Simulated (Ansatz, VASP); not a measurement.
**Two plane-wave programs on C**

```xyz
2
Lattice="1.2894 0.7445 3.2633 -1.2894 0.7445 3.2633 0.0000 -1.4889 3.2633" Properties=species:S:1:pos:R:3 pbc="T T T"
C     0.0000    0.0000    1.6056
C     0.0000    0.0000    8.1844
```

Change from the starting cell: strain +0.050 along x and y, -0.025 along z, atoms carried along.

Alike in both runs: task single point; functional LDA; k mesh 12 × 12 × 12; occupations gaussian, width 0.05 eV; no spin polarisation.

```csv
,VASP,Ansatz
version,VASP 6.6.1,Ansatz 0.2.0
potentials or method,"VASP PAW LDA potentials, release 64 (C)","scalar-relativistic, plane waves, PAW"
plane-wave cutoff (eV),520,420
valence electrons in the cell,8,8
```

```csv
,VASP,Ansatz,Ansatz less VASP
gap on the k mesh at the Fermi level (eV),0.93,0.92,-0.002
least direct gap on the mesh (eV),0.93,0.92,-0.002
pressure (GPa),-36.7,-37.4,-0.66
largest component of the traceless stress (GPa),36.75,37.49,+0.745
rms of the force components (eV/Å),0.478,0.481,+0.0029
```

Atom by atom the forces differ by 0.003 eV/Å (rms over components).

Caveats: the cell as given lies far from equilibrium; so large a pressure means that the cell lies far from this level's equilibrium, or that cutoff or potentials fall short (VASP).
